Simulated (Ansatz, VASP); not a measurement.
Two plane-wave programs on AlO2

```
CELL_PARAMETERS angstrom
2.85264 0.00000 0.00000
-1.42632 2.47046 0.00000
0.00000 0.00000 4.21731
ATOMIC_POSITIONS crystal
Al 0.33333 0.66667 0.50000
O 0.00000 0.00000 0.25640
O 0.00000 0.00000 0.74360
```

Alike in both runs: functional PBE; k mesh 18 × 18 × 12; occupations gaussian, width 0.1 eV; no spin polarisation.

Ansatz relaxed the structure, and its values are those at the end. VASP's run is a single point on that final structure, the one shown.

```csv
,VASP,Ansatz
version,VASP 6.6.1,Ansatz 0.2.0
potentials or method,"VASP PAW PBE potentials, release 64 (Al, O)","scalar-relativistic, plane waves, PAW"
plane-wave cutoff (eV),520,420
valence electrons in the cell,15,15
```

|  | VASP | Ansatz | Ansatz less VASP |
| --- | --- | --- | --- |
| gap on the k mesh at the Fermi level (eV) | none | none | - |
| pressure (GPa) | -0.1 | 0.0 | +0.08 |
| rms of the force components (eV/Å) | 0.011 | 0.000 | -0.0104 |

A gap of «none» marks a metal or a gap that the smearing closes.

Caveats: an odd number of electrons without spin polarisation forces a metal; a magnetic or distorted state may lie lower.
